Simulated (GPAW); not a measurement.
# SnSe (Fm-3m) in GPAW: notebook, part 2 of 2

GPAW 26.7.0.

**4. One-shot levels of the hybrid HSE06, LDA**

File run.py:

```python
import numpy as np
from ase.dft.bandgap import bandgap
from ase.io import read, write
from ase.units import GPa
from gpaw import GPAW, PW
from gpaw.hybrids import NonSelfConsistentHybridXCCalculator
from gpaw.hybrids.energy import non_self_consistent_energy

atoms = read('SnSe.cif')

calc = GPAW(mode=PW(500),
            xc='LDA',
            kpts={'size': (5, 5, 5), 'gamma': True},
            occupations={'name': 'fermi-dirac', 'width': 0.05},
            nbands=21,
            convergence={'density': 1e-05, 'energy': 1e-05, 'bands': 17, 'eigenstates': 1e-07},
            maxiter=150,
            txt='gpaw.txt')
atoms.calc = calc
energy = atoms.get_potential_energy()
forces = atoms.get_forces()
stress = atoms.get_stress()
calc.write('gs.gpw')
write('result.traj', atoms)
print(f'Energy: {energy:.6f} eV')
print('Forces (eV/A):')
print(forces.round(4))
print('Stress (GPa):', (stress / GPa).round(3))
print('Fermi level:', round(calc.get_fermi_level(), 4), 'eV')
print(f'Gap: {bandgap(calc)[0]:.4f} eV, direct: {bandgap(calc, direct=True)[0]:.4f} eV')

for xc in ['HSE06', 'HSE03', 'PBE0']:
    e = non_self_consistent_energy(calc, xc).sum()
    print(f'{xc} energy on these orbitals: {e:.6f} eV')
    nsc = NonSelfConsistentHybridXCCalculator.from_dft_calculation(
        calc.dft, xc, log=f'levels-{xc}.txt')
    dft_skn, hyb_skn = nsc.calculate(calc.dft.ibzwfs, 0, 17)
    np.savetxt(f'levels-{xc}.dat', hyb_skn.reshape((-1, hyb_skn.shape[-1])), fmt='%.4f')
```

File SnSe.cif:

```cif
data_SnSe
_cell_length_a 4.25678282
_cell_length_b 4.25678282
_cell_length_c 4.25678282
_cell_angle_alpha 60.00000000
_cell_angle_beta 60.00000000
_cell_angle_gamma 60.00000000
_space_group_name_H-M_alt 'P1'
_space_group_name_Hall 'P 1'
_space_group_IT_number 1
loop_
_space_group_symop_operation_xyz
'x,y,z'
loop_
_atom_site_label
_atom_site_type_symbol
_atom_site_symmetry_multiplicity
_atom_site_Wyckoff_symbol
_atom_site_fract_x
_atom_site_fract_y
_atom_site_fract_z
_atom_site_occupancy
Sn1 Sn 1 a 0.0000000000 0.0000000000 0.0000000000 1
Se1 Se 1 a 0.5000000000 0.5000000000 0.5000000000 1
```

Potentials or basis: the program's PAW data sets (release 1.2.1) made for this functional, pw.

Started as:

```sh
OMP_NUM_THREADS=1 python run.py
```

gpaw.txt:

```text
__  _  _
 | _ |_)|_||  |
 |__||  | ||/\| - 26.7.0

Input parameters:
  mode=PW(ecut=500.0),
  convergence={'density': 1e-05, 'energy': 1e-05, 'bands': 17, 'eigenstates': 1e-07},
  kpts=MonkhorstPack(size=(5, 5, 5), gamma=True),
  maxiter=150,
  nbands=21,
  occupations=Occupations(name='fermi-dirac', width=0.05),
  xc=XC(name='LDA')

Diagonalizing LCAO Hamiltonian
Converting LCAO to pw mode

                   Se

       Sn

Atoms  # Å, Bohr magnetons
|   | symbol |        x |        y |        z |    initial magnetic moments |
|---|--------|----------|----------|----------|-----------------------------|
| 0 |     Sn | 0.000000 | 0.000000 | 0.000000 | ( 0.0000,  0.0000,  0.0000) |
| 1 |     Se | 4.256783 | 2.457655 | 1.737824 | ( 0.0000,  0.0000,  0.0000) |

Unit cell  # Å
| periodic |        x |        y |        z |  lengths |    angles |
|----------|----------|----------|----------|----------|-----------|
|      yes | 4.256783 | 0.000000 | 0.000000 | 4.256783 | 60.000000 |
|      yes | 2.128391 | 3.686482 | 0.000000 | 4.256783 | 60.000000 |
[... 205 lines left out ...]
  Xc:               -8.750731
  Entropy:          -0.000031
  Spinorbit:         0.000000
  ----------------------------
  Free energy:      -9.717004
  Extrapolated:     -9.716989

dipole moment: (-29.075024, -16.786473, -11.869829)  # |e|*Ang

Fermi level: 6.018
Eigenvalues  # (at kpt = [0.000, 0.000, 0.000])
| band index |      eig [eV] | occ [0-2] |
|------------|---------------|-----------|
|          0 |       -15.745 |     2.000 |
|        ... |               |           |
|          2 |       -15.738 |     2.000 |
|          3 |       -15.738 |     2.000 |
|          4 |       -15.738 |     2.000 |
|          5 |        -8.160 |     2.000 |
|          6 |         0.510 |     2.000 |
|          7 |         3.560 |     2.000 |
[... 8 lines left out ...]
|         16 |        13.887 |     0.000 |
|         17 |        13.957 |     0.000 |
|        ... |               |           |
|         20 |        26.567 |     0.000 |

Gap: 0.874 eV
Transition (v -> c):
  (s=0, k=4, n=9, [0.40, 0.20, 0.20]) -> (s=0, k=4, n=10, [0.40, 0.20, 0.20])
No difference between direct/indirect transitions

Forces  # eV/Ang
|        x |       y |        z |
|----------|---------|----------|
|  0.00000 | 0.00000 | -0.00000 |  # Sn   0
| -0.00000 | 0.00000 | -0.00000 |  # Se   1

Stress tensor  # eV/Ang^3
|         x |         y |         z |
|-----------|-----------|-----------|
|  0.025006 | -0.000000 | -0.000000 |
| -0.000000 |  0.025006 | -0.000000 |
| -0.000000 | -0.000000 |  0.025006 |

# Writing to gs.gpw (mode='')
```

stdout:

```text
Energy: -9.716989 eV
Forces (eV/A):
[[ 0.  0. -0.]
 [-0.  0. -0.]]
Stress (GPa): [ 4.006  4.006  4.006 -0.    -0.    -0.   ]
Fermi level: 6.0179 eV
Gap: 0.8742 eV, direct: 0.8742 eV
IBZ(<points: 10, symmetries: 48>)
Occupied bands: 11
DFT energy: -9.716988864280298 eV
minus DFT-XC energy: 8.750730673238012 eV
Core-core contribution:          -1589.570
Valence-core contribution:         -49.997
Valence-valence contribution:      -45.818
HSE06 energy on these orbitals: -267.677608 eV
IBZ(<points: 10, symmetries: 48>)
Occupied bands: 11
DFT energy: -9.716988864280298 eV
minus DFT-XC energy: 8.750730673238012 eV
Core-core contribution:          -1589.570
Valence-core contribution:         -49.997
Valence-valence contribution:      -46.099
HSE03 energy on these orbitals: -292.584169 eV
IBZ(<points: 10, symmetries: 48>)
Occupied bands: 11
DFT energy: -9.716988864280298 eV
minus DFT-XC energy: 8.750730673238012 eV
Core-core contribution:          -1589.570
Valence-core contribution:         -49.997
Valence-valence contribution:      -53.980
PBE0 energy on these orbitals: -243.238354 eV
```

Wall time 13 min (1 thread of Arm Neoverse V1, shared host); peak memory 0.77 GiB.

What came out:

| Item | Value |
| --- | --- |
| Free energy | -9.7170 eV |
| Pressure | -4.0 GPa |
| Band gap of the one-shot hybrid | 1.32 eV |
| Direct band gap of the one-shot hybrid | 1.33 eV |

Levels at points of the mesh, in eV from the Fermi level:
```
           k point  band 6  band 7  band 8  band 9  band 10  band 11  band 12  band 13  band 14  band 15
(0.00, 0.00, 0.00)  -14.18   -5.51   -2.46   -2.46    -2.46     3.92     3.92     3.92     5.60     5.60
```

Band gaps from one-shot exact exchange on these states (eV): hse06 1.32, hse03 1.33, pbe0 1.77

Caveat: the k mesh is coarse; the cutoff is short for stress and forces, so pressures can be off by a GPa or more; this odd mesh misses L, where the gap lies, so gap, dielectric constants and Born charges aren't listed; energy and the plain gap are those of the semilocal run; the hybrids' values are one shot on its orbitals and mesh.

**5. Equation of state, r2SCAN+D4**

File run.py:

```python
from ase.calculators.mixing import SumCalculator
from ase.eos import EquationOfState
from ase.io import Trajectory, read
from ase.units import GPa
from dftd4.ase import DFTD4
from gpaw import GPAW, PW

atoms = read('SnSe.cif')

traj = Trajectory('eos.traj', 'w')
volumes, energies = [], []
for x in [0.94, 0.96, 0.98, 1.0, 1.02, 1.04, 1.06]:
    a = atoms.copy()
    a.set_cell(atoms.cell * x**(1 / 3), scale_atoms=True)
    calc = GPAW(mode=PW(600),
                xc='MGGA_X_R2SCAN+MGGA_C_R2SCAN',
                kpts={'size': (6, 6, 6), 'gamma': True},
                occupations={'name': 'fermi-dirac', 'width': 0.05},
                nbands=19,
                convergence={'density': 1e-05, 'energy': 1e-05},
                maxiter=150,
                txt=f'eos-{x:.2f}.txt')
    a.calc = SumCalculator([calc, DFTD4(method='r2scan')])
    energies.append(a.get_potential_energy())
    volumes.append(a.get_volume())
    p = -a.get_stress()[:3].mean() / GPa
    calc.write(f'eos-{x:.2f}.gpw')
    traj.write(a)
    print(f'{x:.2f} {volumes[-1]:10.4f} A^3 {energies[-1]:14.6f} eV {p:9.3f} GPa', flush=True)

v0, e0, B = EquationOfState(volumes, energies, eos='birchmurnaghan').fit()
print(f'V0 = {v0:.4f} A^3, E0 = {e0:.6f} eV, B0 = {B / GPa:.2f} GPa')
```

SnSe.cif is that of step 4.

Potentials or basis: GPAW PAW data sets (gpaw-data 1.2.1), pw.

Started as:

```sh
OMP_NUM_THREADS=1 python run.py
```

Wall time 6 min (1 thread of Arm Neoverse V1, shared host); peak memory 0.88 GiB.

Results (log left out):

```yaml
Equilibrium_volume: "26.60 Å³/atom (rough: see the caveat)"
Bulk_modulus: 56 GPa (rough)
```

Energy against volume, from the lowest point:
```tsv
volume (Å³/atom)	energy (meV/atom)
25.635	7.11
26.180	1.41
26.725	0.00
27.271	2.28
27.816	7.79
28.362	15.34
28.907	23.34
```

Caveat: the fit is doubtful: noisy points or a state that changes with volume; the points scatter about the fit; the PAW data sets were made with another functional, which shifts forces and pressure a little.

**6. Overview**

```tsv
task	level	potentials or basis	spin	k mesh	cutoff (eV)	band path	band points	spin axis theta (degrees)	spin axis phi (degrees)	hybrids on these orbitals	pressure (GPa)
band structure	r2SCAN	GPAW PAW data sets (gpaw-data 1.2.1), pw	SOC, no magnetisation	6 × 6 × 6	600	GXWKGLUWLK,UX	100	0	0	-	-0.5
one-shot levels of the hybrid HSE06	LDA	the program's PAW data sets (release 1.2.1) made for this functional, pw	off	5 × 5 × 5	500	-	-	-	-	["HSE06", "HSE03", "PBE0"]	-4.0
equation of state	r2SCAN+D4	GPAW PAW data sets (gpaw-data 1.2.1), pw	off	6 × 6 × 6	600	-	-	-	-	-	-
```

Alike in all rows: cell as given; smearing fermi-dirac 0.05 eV.

Caveats: the PAW data sets were made with another functional, which shifts forces and pressure a little (some runs); spin-orbit coupling was added after a scalar SCF, so levels and gaps hold it while energy, forces, pressure and moments don't (some runs); this program's spin-orbit splittings come out too wide for heavy elements (some runs); the cutoff is short for stress and forces, so pressures can be off by a GPa or more (some runs); energy and the plain gap are those of the semilocal run (some runs); the hybrids' values are one shot on its orbitals and mesh (some runs); the fit is doubtful: noisy points or a state that changes with volume (some runs).

Absolute energies hang on the potentials; compare differences alone.
